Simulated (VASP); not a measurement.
Cu2O, 6 atoms in the cell. It takes space group Pn-3m (No. 224, cubic). The conventional cell has a = 4.231 Å, b = 4.231 Å, c = 4.231 Å, α = 90.00°, β = 90.00°, γ = 90.00°. Around Cu (site symmetry -3m) lie 2 O at 1.83 Å. Around O (site symmetry -43m) lie 4 Cu at 1.83 Å. 

* Program: VASP 6.6.1
* Task: phonons
* Functional: PBEsol
* Potentials or basis: VASP PAW PBE potentials, release 64 (Cu, O)
* Cutoff: 600 eV
* k mesh: 8 × 8 × 8
* Occupations: fermi-dirac, width 0.05 eV
* Spin: no spin polarisation
* By perturbation theory: yes
* Further INCAR settings: ALGO = Normal; EDIFF = 1e-08; IBRION = 8; NSW = 1

Potentials or basis: VASP PAW PBE potentials, release 64 (Cu, O).

Command:

```console
$ cat potpaw_PBE.64/Cu/POTCAR potpaw_PBE.64/O/POTCAR > POTCAR
$ cp INCAR.step1 INCAR
$ mpirun -np 1 vasp_std > vasp.out
$ cp CONTCAR POSCAR
$ cp INCAR.step2 INCAR
$ mpirun -np 1 vasp_std > vasp.out
```

Hardware: 1 thread of Intel(R) Xeon(R) Platinum 8488C (Sapphire Rapids) (shared host).

Estimate the wall time of this run.

Wall time 61 min on 1 thread of Intel(R) Xeon(R) Platinum 8488C (Sapphire Rapids), with other jobs on the host, peak memory 0.98 GiB. Counts: scf iterations 190, k points 35, ion steps 1.
